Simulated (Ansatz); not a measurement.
Runs of Ansatz 0.2.0 on Sc. It takes space group P6_3/mmc (No. 194, hexagonal). Conventional cell: a = 3.309 Å, b = 3.309 Å, c = 5.273 Å, α = 90.00°, β = 90.00°, γ = 120.00°. Sc (site symmetry -6m2) is surrounded by 12 Sc at 3.26 to 3.31 Å. 

```tsv
task	level	potentials or basis	spin	cell	k mesh	cutoff (eV)	smearing	driver	delta	method	other keys	mesh quality	gap on the mesh (eV)	pressure (GPa)	largest force (eV/Å)
phonons	r2SCAN+rVV10	Ansatz PAW	collinear, ferrimagnetic start	as given	6 × 6 × 3	500	gaussian 0.025 eV	calculator	0.02	fd	-	coarse	-	-0.8	-
Wannier functions	r2SCAN+D3(BJ)+ATM	Ansatz PAW accurate	off	as given	9 × 9 × 5	400	gaussian 0.1 eV	chain	-	-	basis.ecutwfc = 400 eV; basis.ecutrho_ratio = 12	not flagged	none	-	-
electron localisation function	m-r2SCAN+D3(BJ)	Ansatz PAW	off	cell strained at random at fixed volume	7 × 7 × 4	500	fermi-dirac 0.05 eV	chain	-	-	-	not flagged	none	-1.3	0.05
single point	m-r2SCAN	Ansatz PAW	SOC, no magnetisation	as given	9 × 9 × 5	500	tetrahedron	-	-	-	hamiltonian.pseudopotentials = kind paw_fr; …	not flagged	none	(a)	-
electron localisation function	m-r2SCAN+D3(BJ)	Ansatz PAW	off	cell strained at random at fixed volume	7 × 7 × 4	500	fermi-dirac 0.05 eV	-	-	-	-	not flagged	none	-1.3	0.05
electron localisation function	HSE03	SPMS NC	off	as given	7 × 7 × 4	544	gaussian 0.005 eV	chain	-	-	scf.eigensolver.kind = davidson; basis.precision = f64; …	not flagged	none	0.1	-
```

Q: Estimate the missing entries.

A: (a) -0.1.

Caveats: some runs use coarse meshes; the PAW data sets were made with another functional, which shifts forces and pressure a little (some runs); pairwise dispersion overbinds metals, which lowers pressure and volume (some runs); the dispersion damping was fitted for another functional or another form of the correction (some runs); the PAW data sets come from PBE, with cores solved anew for the run's functional, which leaves a small shift of forces and pressure (some runs); the magnetic or orbital state may not be the lowest (some runs); the starting moments weren't kept (some runs); the cutoff lies under the one recommended for these potentials (some runs).

A gap of «none» marks a metal or a gap under the smearing width.

Runs at the PBE level aren't shown here.
